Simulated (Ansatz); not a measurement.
Ge under changes of volume

One of the cells (39.048 Å³/atom); the others are scaled copies at fixed shape and fractional positions:

```
Ge
1.0
     4.05040    0.00000    0.00000
    -2.02520    3.50775    0.00000
     0.00000    0.00000   10.99336
Ge
4
Direct
  0.66667 0.33333 0.41485
  0.33333 0.66667 0.91485
  0.00000 0.00000 0.47745
  0.00000 0.00000 0.97745
```

This isn't the form of Ge at room conditions, which is diamond.

- Program: Ansatz 0.2.0
- Functional: LDA
- Potentials or basis: Ansatz PAW
- Cutoff: 420 eV (not typed: the program's choice for these potentials)
- k mesh: 6 × 6 × 2
- Occupations: fermi-dirac, width 0.05 eV
- Spin: no spin polarisation

| volume (Å³/atom) | energy over the lowest point (meV/atom) | pressure (GPa) | largest force (eV/Å) |
| --- | --- | --- | --- |
| 36.705 | 0.00 | -0.8 | 0.118 |
| 37.486 | 5.49 | -1.4 | 0.173 |
| 38.267 | 13.92 | -2.0 | 0.222 |
| 39.048 | ? | ? | ? |
| 39.829 | 38.23 | -2.9 | 0.312 |
| 40.610 | 53.46 | -3.3 | 0.366 |
| 41.391 | 70.11 | -3.5 | 0.434 |

What does the run at 39.048 Å³/atom give?

Energy over the lowest point 24.93 meV/atom; pressure -2.5 GPa; largest force 0.267 eV/Å.

Worked out: A Birch-Murnaghan fit of order 3 (a polynomial in V^(-2/3)) to the other rows has its minimum at 35.93 Å³/atom, just outside them, with B0 = V·E''(V) = 39 GPa and B' = 6.0 at fixed shape and positions, which overstates the stiffness. It gives 25.00 meV/atom at 39.048 Å³/atom, against the run's 24.93, and -dE/dV = -2.5 GPa, against -2.5.

Energies are extrapolated to zero smearing.

Caveats: the PAW data sets come from PBE, with cores solved anew for the run's functional, which leaves a small shift of forces and pressure.
